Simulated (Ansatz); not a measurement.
# Pd (fcc type): the cost of one run

Computed with Ansatz 0.2.0 (DFT, PBE, PAW with Ansatz's default frozen-core files, scalar-relativistic, unless a step's input says otherwise).

### Step 1. The system as given

It takes space group Fm-3m (No. 225, cubic). Conventional cell: a = 3.947 Å, b = 3.947 Å, c = 3.947 Å, α = 90.00°, β = 90.00°, γ = 90.00°. Pd (site symmetry m-3m) has 12 Pd at 2.79 Å as nearest neighbours.

As a file:

```cif
data_structure
_symmetry_space_group_name_H-M 'Fm-3m'
_symmetry_Int_Tables_number 225
_cell_length_a 3.9470
_cell_length_b 3.9470
_cell_length_c 3.9470
_cell_angle_alpha 90.000
_cell_angle_beta 90.000
_cell_angle_gamma 90.000
_cell_volume 61.49
loop_
_atom_site_label
_atom_site_type_symbol
_atom_site_symmetry_multiplicity
_atom_site_Wyckoff_symbol
_atom_site_fract_x
_atom_site_fract_y
_atom_site_fract_z
_atom_site_occupancy
Pd1 Pd 4 a 0.00000 0.00000 0.00000 1
```

The file gives the conventional cell by its symmetry; the runs use the cell typed in the input.

### Step 2. Cell relaxed at zero pressure, PAW

input.yaml

```yaml
crystal:
  lattice:
    - [0.0, 1.9734833199, 1.9734833199]
    - [1.9734833199, 0.0, 1.9734833199]
    - [1.9734833199, 1.9734833199, 0.0]
  atoms:
    - { symbol: Pd, position: [0.0, 0.0, 0.0] }
kpoints:
  mp_grid: { grid: [17, 17, 17] }
scf:
  occupations: { method: fermi_dirac, width: 0.05 }
hamiltonian:
  xc: pbe
  pseudopotentials: { kind: paw }
output:
  forces: true
  stress: true
relax:
  f_tol: 0.005
  max_steps: 40
  cell: {}
```

Run with:

```bash
ansatz run input.yaml --threads 1 --pin off --max-ram 3584MiB --backend cpu --events-out ev --progress --plain --runs-dir out
```

Q: Estimate wall time and peak memory on 1 thread of AMD EPYC 7R43 (Zen 3), shared host.

About 4.2 s, with a peak of 0.37 GiB.
